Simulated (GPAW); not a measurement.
# BP (F-43m) in GPAW: notebook

Aim: see how the results for BP move with the level of theory and the settings. Levels: PBE, BLYP, MS2. Tasks: band structure, equation of state.

Everything below comes from runs of GPAW 26.7.0. Logs are shortened: lines on timing, memory, paths and dates and some standing lists are left out, and cuts for length are marked. The log counts tension as positive stress, the text compression.

**1. The structure**

Symmetry: F-43m, No. 216, cubic system. Conventional cell: a = 4.538 Å, b = 4.538 Å, c = 4.538 Å, α = 90.00°, β = 90.00°, γ = 90.00°. P (site symmetry -43m) is surrounded by 4 B at 1.97 Å. Around B (site symmetry -43m) lie 4 P at 1.97 Å.

**2. Band structure, PBE**

run.py reads:

```python
from ase.dft.bandgap import bandgap
from ase.io import read, write
from gpaw import GPAW

atoms = read('BP.xyz')

calc = GPAW(mode='lcao',
            h=0.16,
            basis='dzp',
            xc='PBE',
            kpts={'size': (10, 10, 10), 'gamma': True},
            occupations={'name': 'fermi-dirac', 'width': 0.05},
            convergence={'density': 1e-05, 'energy': 1e-05},
            maxiter=150,
            txt='gpaw.txt')
atoms.calc = calc
energy = atoms.get_potential_energy()
forces = atoms.get_forces()
calc.write('gs.gpw')
write('result.traj', atoms)
print(f'Energy: {energy:.6f} eV')
print('Forces (eV/A):')
print(forces.round(4))
print('Fermi level:', round(calc.get_fermi_level(), 4), 'eV')
print(f'Gap: {bandgap(calc)[0]:.4f} eV, direct: {bandgap(calc, direct=True)[0]:.4f} eV')

path = atoms.cell.bandpath('GXWKGLUWLK,UX', npoints=60, eps=1e-4)
bs_calc = calc.fixed_density(kpts=path, symmetry='off', txt='bands.txt')
bs = bs_calc.band_structure()
bs.write('bs.json')
print(f'Gap on the path: {bandgap(bs_calc)[0]:.4f} eV')
```

BP.xyz reads:

```xyz
2
Lattice="0.0000000000 2.2690000000 2.2690000000 2.2690000000 0.0000000000 2.2690000000 2.2690000000 2.2690000000 0.0000000000" Properties=species:S:1:pos:R:3 pbc="T T T"
P      3.4035000000      3.4035000000      3.4035000000
B      0.0000000000      0.0000000000      0.0000000000
```

Potentials or basis: GPAW PAW data sets (gpaw-data 1.2.1), lcao:dzp.

Launch:

```
OMP_NUM_THREADS=1 python run.py
```

gpaw.txt:

```text
__  _  _
 | _ |_)|_||  |
 |__||  | ||/\| - 26.7.0

Input parameters:
  mode=LCAO(),
  basis={'default': 'dzp'},
  convergence={'density': 1e-05, 'energy': 1e-05},
  h=0.16,
  kpts=MonkhorstPack(size=(10, 10, 10), gamma=True),
  maxiter=150,
  occupations=Occupations(name='fermi-dirac', width=0.05),
  xc=XC(name='PBE')

                  P

       B

Atoms  # Å, Bohr magnetons
|   | symbol |        x |        y |        z |    initial magnetic moments |
|---|--------|----------|----------|----------|-----------------------------|
| 0 |      P | 3.403500 | 3.403500 | 3.403500 | ( 0.0000,  0.0000,  0.0000) |
| 1 |      B | 0.000000 | 0.000000 | 0.000000 | ( 0.0000,  0.0000,  0.0000) |

Unit cell  # Å
| periodic |        x |        y |        z |  lengths |    angles |
|----------|----------|----------|----------|----------|-----------|
|      yes | 0.000000 | 2.269000 | 2.269000 | 3.208851 | 60.000000 |
|      yes | 2.269000 | 0.000000 | 2.269000 | 3.208851 | 60.000000 |
|      yes | 2.269000 | 2.269000 | 0.000000 | 3.208851 | 60.000000 |

Number of symmetries: 24
Symmetry operations  # r_c * U_cc + t_c -> r_c
|    | kind |            matrix            |
|----|------|------------------------------|
|  0 |  E   |  1, 0, 0,  0, 1, 0,  0, 0, 1 |
|  1 |  σ   |  1, 0, 0,  0, 0, 1,  0, 1, 0 |
|  2 |  σ   |  1, 0,-1,  0, 1,-1,  0, 0,-1 |
|  3 |  C3  |  1, 0,-1,  0, 0,-1,  0, 1,-1 |
|  4 |  C3  |  1,-1, 0,  0,-1, 1,  0,-1, 0 |
|  5 |  σ   |  1,-1, 0,  0,-1, 0,  0,-1, 1 |
|  6 |  σ   |  0, 1, 0,  1, 0, 0,  0, 0, 1 |
|  7 |  C3  |  0, 1, 0,  0, 0, 1,  1, 0, 0 |
|  8 |  C2  |  0, 1,-1,  1, 0,-1,  0, 0,-1 |
|  9 |  S4  |  0, 1,-1,  0, 0,-1,  1, 0,-1 |
| 10 |  C3  |  0, 0, 1,  1, 0, 0,  0, 1, 0 |
| 11 |  σ   |  0, 0, 1,  0, 1, 0,  1, 0, 0 |
| 12 |  S4  |  0, 0,-1,  1, 0,-1,  0, 1,-1 |
| 13 |  C3  |  0, 0,-1,  0, 1,-1,  1, 0,-1 |
| 14 |  S4  |  0,-1, 1,  1,-1, 0,  0,-1, 0 |
| 15 |  C2  |  0,-1, 1,  0,-1, 0,  1,-1, 0 |
| 16 |  C3  |  0,-1, 0,  1,-1, 0,  0,-1, 1 |
| 17 |  S4  |  0,-1, 0,  0,-1, 1,  1,-1, 0 |
| 18 |  S4  | -1, 1, 0, -1, 0, 1, -1, 0, 0 |
| 19 |  C3  | -1, 1, 0, -1, 0, 0, -1, 0, 1 |
| 20 |  C3  | -1, 0, 1, -1, 1, 0, -1, 0, 0 |
| 21 |  S4  | -1, 0, 1, -1, 0, 0, -1, 1, 0 |
| 22 |  σ   | -1, 0, 0, -1, 1, 0, -1, 0, 1 |
| 23 |  C2  | -1, 0, 0, -1, 0, 1, -1, 1, 0 |

BZ-sampling:
  Number of BZ points: 1000
  Number of IBZ points: 47

  Monkhorst-Pack size: [10, 10, 10]
  Monkhorst-Pack shift: [0.05, 0.05, 0.05]

K-points  # in reciprocal-cell coordinates
|     |                                coordinates |     weight |
|-----|--------------------------------------------|------------|
|   0 | (  0.00000000,   0.00000000,   0.00000000) | 0.00100000 |
|   1 | (  0.10000000,   0.10000000,   0.00000000) | 0.00600000 |
|   2 | (  0.10000000,   0.10000000,   0.10000000) | 0.00800000 |
|   3 | (  0.20000000,   0.10000000,   0.10000000) | 0.01200000 |
|   4 | (  0.20000000,   0.20000000,   0.00000000) | 0.00600000 |
|   5 | (  0.20000000,   0.20000000,   0.10000000) | 0.02400000 |
|   6 | (  0.20000000,   0.20000000,   0.20000000) | 0.00800000 |
|   7 | (  0.30000000,   0.20000000,   0.10000000) | 0.02400000 |
|   8 | (  0.30000000,   0.20000000,   0.20000000) | 0.02400000 |
|   9 | (  0.30000000,   0.30000000,   0.00000000) | 0.00600000 |
| ... |                                            |            |
|  46 | (  0.50000000,   0.50000000,   0.50000000) | 0.00400000 |

basis functions: 26
Spin-components: 1 (collinear spins)
Bands:           8
Projectors:      10
Spin-degeneracy: 2
Datatype:        <class 'complex'>

Parallelization:
  kpt:    1
  domain: 1
  band:   1

Density:
  Valence electrons: 8.0
  Components: 1
  Grid points: [16 16 16]
  Charge: 0.0  # |e|

Potential:
  Grid points: [16 16 16]

species:
  P:
    name:    Phosphorus
    Z:       15.0
    valence: 5
    core:    10
    charge:  0.0  # [|e|]
    compensation charges:
      type: gauss
      rc: 0.30  # [Å]
      lmax: 2
    cutoffs:
      filter: 1.69  # [Å]
      core: 1.81  # [Å]
    projectors
[... 66 lines left out ...]
    core:    10
    charge:  0.0  # [|e|]
    compensation charges:
      type: gauss
      rc: 0.30  # [Å]
      lmax: 2
    cutoffs:
      filter: 1.69  # [Å]
      core: 1.81  # [Å]
    projectors
    | kind |    occ | energy [eV] | rcut [Å] |
    |------|--------|-------------|----------|
    |   3s |  2.000 |     -13.968 |    0.953 |
    |   3p |  3.000 |      -5.506 |    0.953 |
    |    s |        |      13.244 |    0.953 |
    |    p |        |      21.705 |    0.953 |
    |    d |        |       0.000 |    0.953 |

    LCAO basis set for P:
      Name: dzp
      File: <dir>
      Number of radial functions: 5
      Number of spherical harmonics: 13
        l=0, rc=6.0938 Bohr: 3s-sz confined orbital
        l=1, rc=7.7031 Bohr: 3p-sz confined orbital
        l=0, rc=3.4375 Bohr: 3s-dz split-valence wave
        l=1, rc=4.4688 Bohr: 3p-dz split-valence wave
        l=2, rc=7.7031 Bohr: d-type Gaussian polarization
      Number of RI-basis functions 0

  B:
    name:    Boron
    Z:       5.0
    valence: 3
    core:    2
    charge:  0.0  # [|e|]
    compensation charges:
      type: gauss
      rc: 0.20  # [Å]
      lmax: 2
    cutoffs:
      filter: 1.14  # [Å]
      core: 1.38  # [Å]
    projectors
    | kind |    occ | energy [eV] | rcut [Å] |
    |------|--------|-------------|----------|
    |   2s |  2.000 |      -9.443 |    0.635 |
    |   2p |  1.000 |      -3.606 |    0.635 |
    |    s |        |      17.768 |    0.635 |
    |    p |        |      23.605 |    0.635 |
    |    d |        |       0.000 |    0.635 |

    LCAO basis set for B:
      Name: dzp
      File: <dir>
      Number of radial functions: 5
      Number of spherical harmonics: 13
        l=0, rc=6.6719 Bohr: 2s-sz confined orbital
        l=1, rc=8.2188 Bohr: 2p-sz confined orbital
        l=0, rc=3.7500 Bohr: 2s-dz split-valence wave
        l=1, rc=4.6094 Bohr: 2p-dz split-valence wave
        l=2, rc=8.2188 Bohr: d-type Gaussian polarization
      Number of RI-basis functions 0

Reference energy: -9972.403226  # eV

eigensolver:
  <gpaw.new.lcao.eigensolver.LCAOEigensolver object>
density mixing:
  MSR1-Mixer
  Pratt-step length: 0.05
  Maximum mixing coefficient: 0.75
  Old densities: 10
  SVD Regularization: 0.005
  Good broyden scale: 1.0
  Trust region scale: 1.0
  Backstep threshold: 4.0
  History deletion threshold: 6.0
  Fourier metric: weight=20.0, sigma=0.015

occupation numbers:
  Fermi-Dirac:
    width: 0.0500  # eV

FastPoissonSolver using
    Stencil: 12*3+1=37 point O(h^6) finite-difference Laplacian
    FFT axes: [np.int64(0), np.int64(1), np.int64(2)]
    FST axes: []

xc functional:
  name: PBE with 2 nearest neighbor stencil
interpolation: tri-quintic # 5. degree polynomial

convergence criteria:
- Maximum integral of absolute [dens]ity change: 1e-05 electrons / valence electron
- Maximum [total energy] change in last 3 cyles: 1e-05 eV / valence electron
- Maximum integral of absolute [eigenst]ate change: 4e-08 eV^2 / valence electron
maximum number of iterations: 150

SCF iterations
|iter     | |      energy | eigst |  dens |
|---------|-|-------------|-------|-------|
|iter:   1| |  -13.096554 |      c|       |
|iter:   2| |  -13.002056 |      c| -0.75 |
|iter:   3| |  -12.629635 |      c| -0.79 |
|iter:   4| |  -12.628254 |      c| -1.48 |
|iter:   5| |  -12.628468 |      c| -1.94 |
|iter:   6| |  -12.628477 |      c| -2.84 |
|iter:   7| |  -12.628477c|      c| -3.83 |
|iter:   8| |  -12.628477c|      c| -4.68 |
|iter:   9| |  -12.628477c|      c| -5.70c|

Converged in 9 steps
Energy contributions relative to reference atoms: (reference = -9972.403226)

Energy contributions:
  Kinetic:          12.576082
  Coulomb:         -10.768052
  Zero:              0.002423
  External:          0.000000
  Xc:              -14.438930
  Entropy:          -0.000000
  Spinorbit:         0.000000
  ----------------------------
  Free energy:     -12.628477
  Extrapolated:    -12.628477

dipole moment: (-3.307052, -3.307052, -3.307052)  # |e|*Ang

Fermi level: 8.891
Eigenvalues  # (at kpt = [0.000, 0.000, 0.000])
| band index |      eig [eV] | occ [0-2] |
|------------|---------------|-----------|
|          0 |        -7.254 |     2.000 |
|          1 |         8.221 |     2.000 |
|          2 |         8.221 |     2.000 |
|          3 |         8.221 |     2.000 |
|          4 |        11.682 |     0.000 |
|          5 |        11.682 |     0.000 |
|          6 |        11.682 |     0.000 |
|          7 |        15.865 |     0.000 |

Gap: 1.373 eV
Transition (v -> c):
  (s=0, k=0, n=3, [0.00, 0.00, 0.00]) -> (s=0, k=24, n=4, [0.40, 0.40, 0.00])
Direct/indirect transitions are different
Direct gap: 3.460 eV
Transition at: (s=0, k=0, n=3, [0.00, 0.00, 0.00])

Forces  # eV/Ang
|       x |        y |       z |
|---------|----------|---------|
| 0.00000 | -0.00000 | 0.00000 |  # P    0
| 0.00000 | -0.00000 | 0.00000 |  # B    1

# Writing to gs.gpw (mode='')
```

Wall time 4.2 min (1 thread of Intel Xeon Platinum 8259CL at 2.50GHz (Skylake/Cascade Lake), shared host); peak memory 0.17 GiB.

Results:

- Free energy: -12.6285 eV
- Band gap on the k mesh: 1.37 eV, indirect (least direct gap 3.46 eV)
- Band gap along the path: 1.40 eV, indirect (least direct gap 3.46 eV)

Levels at the corners of the path, in eV from the valence-band top:
| point | band 1 | band 2 | band 3 | band 4 | band 5 | band 6 | band 7 |
| --- | --- | --- | --- | --- | --- | --- | --- |
| Γ | -15.47 | 0.00 | 0.00 | 0.00 | 3.46 | 3.46 | 3.46 |
| X | -10.65 | -8.61 | -4.12 | -4.12 | 1.54 | 1.76 | 12.26 |
| W | -10.38 | -8.09 | -5.68 | -5.48 | 5.56 | 6.98 | 7.47 |
| K | -10.66 | -8.19 | -6.23 | -3.51 | 2.31 | 6.30 | 9.90 |
| Γ | -15.47 | 0.00 | 0.00 | 0.00 | 3.46 | 3.46 | 3.46 |
| L | -12.17 | -9.06 | -1.77 | -1.77 | 3.88 | 4.97 | 4.97 |
| U | -10.66 | -8.19 | -6.23 | -3.51 | 2.31 | 6.30 | 9.90 |
| W | -10.38 | -8.09 | -5.68 | -5.48 | 5.56 | 6.98 | 7.47 |
| L | -12.17 | -9.06 | -1.77 | -1.77 | 3.88 | 4.97 | 4.97 |
| K | -10.66 | -8.19 | -6.23 | -3.51 | 2.31 | 6.30 | 9.90 |
| U | -10.66 | -8.19 | -6.23 | -3.51 | 2.31 | 6.30 | 9.90 |
| X | -10.65 | -8.61 | -4.12 | -4.12 | 1.54 | 1.76 | 12.26 |

Caveat: the real-space grid adds noise to forces; the basis of atomic orbitals isn't converged, which shifts pressures, moduli and gaps.

**3. Band structure, BLYP**

run.py reads:

```python
from ase.dft.bandgap import bandgap
from ase.io import read, write
from ase.units import GPa
from gpaw import GPAW, PW, setup_paths

setup_paths.insert(0, '.')

atoms = read('POSCAR')

calc = GPAW(mode=PW(800),
            xc='BLYP',
            kpts={'size': (10, 10, 10), 'gamma': True},
            occupations={'name': 'fermi-dirac', 'width': 0.05},
            nbands=11,
            convergence={'density': 1e-05, 'energy': 1e-05},
            eigensolver='davidson',
            maxiter=150,
            txt='gpaw.txt')
atoms.calc = calc
energy = atoms.get_potential_energy()
forces = atoms.get_forces()
stress = atoms.get_stress()
calc.write('gs.gpw')
write('result.traj', atoms)
print(f'Energy: {energy:.6f} eV')
print('Forces (eV/A):')
print(forces.round(4))
print('Stress (GPa):', (stress / GPa).round(3))
print('Fermi level:', round(calc.get_fermi_level(), 4), 'eV')
print(f'Gap: {bandgap(calc)[0]:.4f} eV, direct: {bandgap(calc, direct=True)[0]:.4f} eV')

path = atoms.cell.bandpath('GXWKGLUWLK,UX', npoints=100, eps=1e-4)
bs_calc = calc.fixed_density(kpts=path, symmetry='off', nbands=19,
                             convergence={'bands': 'CBM+6.0', 'eigenstates': 1e-6}, txt='bands.txt')
bs = bs_calc.band_structure()
bs.write('bs.json')
print(f'Gap on the path: {bandgap(bs_calc)[0]:.4f} eV')
```

POSCAR reads:

```
BP
1.0
    0.0000000000      2.2690000000      2.2690000000
    2.2690000000      0.0000000000      2.2690000000
    2.2690000000      2.2690000000      0.0000000000
P B
1 1
Direct
    0.7500000000      0.7500000000      0.7500000000
    0.0000000000      0.0000000000      0.0000000000
```

Potentials or basis: PAW data sets generated in the run's folder for this functional, pw.

Launch:

```
gpaw-setup -f BLYP B P
OMP_NUM_THREADS=1 python run.py
```

Wall time 46 s (1 thread of Intel Xeon Platinum 8259CL at 2.50GHz (Skylake/Cascade Lake), shared host); peak memory 0.23 GiB.

The run converged. Its results:

| Quantity | Value |
| --- | --- |
| Free energy | -11.3916 eV |
| Pressure | 6.2 GPa |
| Band gap on the k mesh | 1.51 eV, indirect (least direct gap 3.55 eV) |
| Band gap along the path | 1.51 eV, indirect (least direct gap 3.55 eV) |

Levels at the corners of the path, in eV from the valence-band top:
| point | band 2 | band 3 | band 4 | band 5 | band 6 | band 7 |
| --- | --- | --- | --- | --- | --- | --- |
| Γ | 0.00 | 0.00 | 0.00 | 3.55 | 3.55 | 3.55 |
| X | -8.44 | -4.01 | -4.01 | 1.63 | 1.95 | 12.10 |
| W | -7.94 | -5.49 | -5.29 | 5.53 | 7.00 | 7.36 |
| K | -8.03 | -6.03 | -3.41 | 2.43 | 6.20 | 9.80 |
| Γ | 0.00 | 0.00 | 0.00 | 3.55 | 3.55 | 3.55 |
| L | -8.84 | -1.72 | -1.72 | 3.92 | 4.90 | 4.90 |
| U | -8.03 | -6.03 | -3.41 | 2.43 | 6.20 | 9.80 |
| W | -7.94 | -5.49 | -5.29 | 5.53 | 7.00 | 7.36 |
| L | -8.84 | -1.72 | -1.72 | 3.92 | 4.90 | 4.90 |
| K | -8.03 | -6.03 | -3.41 | 2.43 | 6.20 | 9.80 |
| U | -8.03 | -6.03 | -3.41 | 2.43 | 6.20 | 9.80 |
| X | -8.44 | -4.01 | -4.01 | 1.63 | 1.95 | 12.10 |

**4. Equation of state, MS2**

run.py reads:

```python
from ase.eos import EquationOfState
from ase.io import Trajectory
from ase.spacegroup import crystal
from ase.units import GPa
from gpaw import GPAW, PW

# P 4c
# B 4a
atoms = crystal(['P', 'B'],
                basis=[[0.25, 0.25, 0.25],
                       [0.0, 0.0, 0.0]],
                spacegroup=216, setting=1,  # F-43m
                cellpar=[4.538, 4.538, 4.538, 90.0, 90.0, 90.0],
                primitive_cell=True)

traj = Trajectory('eos.traj', 'w')
volumes, energies = [], []
for x in [0.94, 0.96, 0.98, 1.0, 1.02, 1.04, 1.06]:
    a = atoms.copy()
    a.set_cell(atoms.cell * x**(1 / 3), scale_atoms=True)
    calc = GPAW(mode=PW(800),
                xc='MGGA_X_MS2+GGA_C_REGTPSS',
                kpts={'size': (10, 10, 10), 'gamma': True},
                occupations={'name': 'fermi-dirac', 'width': 0.05},
                nbands=11,
                convergence={'density': 1e-05, 'energy': 1e-05},
                maxiter=150,
                txt=f'eos-{x:.2f}.txt')
    a.calc = calc
    energies.append(a.get_potential_energy(force_consistent=True))
    volumes.append(a.get_volume())
    p = -a.get_stress()[:3].mean() / GPa
    calc.write(f'eos-{x:.2f}.gpw')
    traj.write(a)
    print(f'{x:.2f} {volumes[-1]:10.4f} A^3 {energies[-1]:14.6f} eV {p:9.3f} GPa', flush=True)

v0, e0, B = EquationOfState(volumes, energies, eos='birchmurnaghan').fit()
print(f'V0 = {v0:.4f} A^3, E0 = {e0:.6f} eV, B0 = {B / GPa:.2f} GPa')
```

Potentials or basis: GPAW PAW data sets (gpaw-data 1.2.1), pw.

Launch:

```
OMP_NUM_THREADS=1 python run.py
```

It took 7.3 min on 1 thread of Intel Xeon Platinum 8259CL at 2.50GHz (Skylake/Cascade Lake), shared host; peak memory 0.47 GiB.

Results (log left out):

```yaml
Equilibrium_volume: "11.61 Å³/atom (rough: see the caveat)"
Bulk_modulus: 177 GPa (rough)
```

Energy against volume, from the lowest point:
| volume (Å³/atom) | energy (meV/atom) |
| --- | --- |
| 10.981 | 20.07 |
| 11.214 | 7.49 |
| 11.448 | 0.97 |
| 11.682 | 0.00 |
| 11.915 | 3.99 |
| 12.149 | 12.67 |
| 12.383 | 25.49 |

Caveat: the points scatter about the fit; the PAW data sets were made with another functional, which shifts forces and pressure a little.

**5. Band structure, PBE**

run.py reads:

```python
from ase.dft.bandgap import bandgap
from ase.io import read, write
from gpaw import GPAW

atoms = read('BP.cif')

calc = GPAW(mode='lcao',
            h=0.16,
            basis='sz(dzp)',
            xc='PBE',
            kpts={'size': (10, 10, 10), 'gamma': True},
            occupations={'name': 'fermi-dirac', 'width': 0.05},
            convergence={'density': 1e-05, 'energy': 1e-05},
            maxiter=150,
            txt='gpaw.txt')
atoms.calc = calc
energy = atoms.get_potential_energy()
forces = atoms.get_forces()
calc.write('gs.gpw')
write('result.traj', atoms)
print(f'Energy: {energy:.6f} eV')
print('Forces (eV/A):')
print(forces.round(4))
print('Fermi level:', round(calc.get_fermi_level(), 4), 'eV')
print(f'Gap: {bandgap(calc)[0]:.4f} eV, direct: {bandgap(calc, direct=True)[0]:.4f} eV')

path = atoms.cell.bandpath('GXWKGLUWLK,UX', npoints=80, eps=1e-4)
bs_calc = calc.fixed_density(kpts=path, symmetry='off', txt='bands.txt')
bs = bs_calc.band_structure()
bs.write('bs.json')
print(f'Gap on the path: {bandgap(bs_calc)[0]:.4f} eV')
```

BP.cif reads:

```cif
data_BP
_cell_length_a 3.20885057
_cell_length_b 3.20885057
_cell_length_c 3.20885057
_cell_angle_alpha 60.00000000
_cell_angle_beta 60.00000000
_cell_angle_gamma 60.00000000
_space_group_name_H-M_alt 'P1'
_space_group_name_Hall 'P 1'
_space_group_IT_number 1
loop_
_space_group_symop_operation_xyz
'x,y,z'
loop_
_atom_site_label
_atom_site_type_symbol
_atom_site_symmetry_multiplicity
_atom_site_Wyckoff_symbol
_atom_site_fract_x
_atom_site_fract_y
_atom_site_fract_z
_atom_site_occupancy
P1 P 1 a 0.7500000000 0.7500000000 0.7500000000 1
B1 B 1 a 0.0000000000 0.0000000000 0.0000000000 1
```

Potentials or basis: GPAW PAW data sets (gpaw-data 1.2.1), lcao:sz(dzp).

Launch:

```
OMP_NUM_THREADS=1 python run.py
```

It took 48 s on 1 thread of Intel Xeon Platinum 8259CL at 2.50GHz (Skylake/Cascade Lake), shared host; peak memory 0.14 GiB.

The run converged, but some of its settings lie outside the range that counts as converged, so its numbers aren't taken as properties of the crystal.

What came out:

| Quantity | Value |
| --- | --- |
| Free energy | -11.2406 eV |
| Band gap on the k mesh | 3.00 eV, indirect (least direct gap 4.18 eV) |
| Band gap along the path | 2.99 eV, indirect (least direct gap 4.18 eV) |

Caveat: the real-space grid adds noise to forces; the basis of atomic orbitals isn't converged, which shifts pressures, moduli and gaps.

**6. Overview**

| task | level | potentials or basis | cutoff (eV) | band path | band points | eigensolver | grid spacing | gap on the mesh (eV) |
| --- | --- | --- | --- | --- | --- | --- | --- | --- |
| band structure | PBE | GPAW PAW data sets (gpaw-data 1.2.1), lcao:dzp | - | GXWKGLUWLK,UX | 60 | - | 0.16 Å | 1.37 |
| band structure | BLYP | PAW data sets generated in the run's folder for this functional, pw | 800 | GXWKGLUWLK,UX | 100 | davidson | - | 1.51 |
| equation of state | MS2 | GPAW PAW data sets (gpaw-data 1.2.1), pw | 800 | - | - | - | - | - |

Alike in all rows: no spin polarisation; cell as given; k mesh 10 × 10 × 10; smearing fermi-dirac 0.05 eV.

Caveats: the real-space grid adds noise to forces (some runs); the basis of atomic orbitals isn't converged, which shifts pressures, moduli and gaps (some runs); the points scatter about the fit (some runs); the PAW data sets were made with another functional, which shifts forces and pressure a little (some runs).

Absolute energies hang on the potentials; compare differences alone.
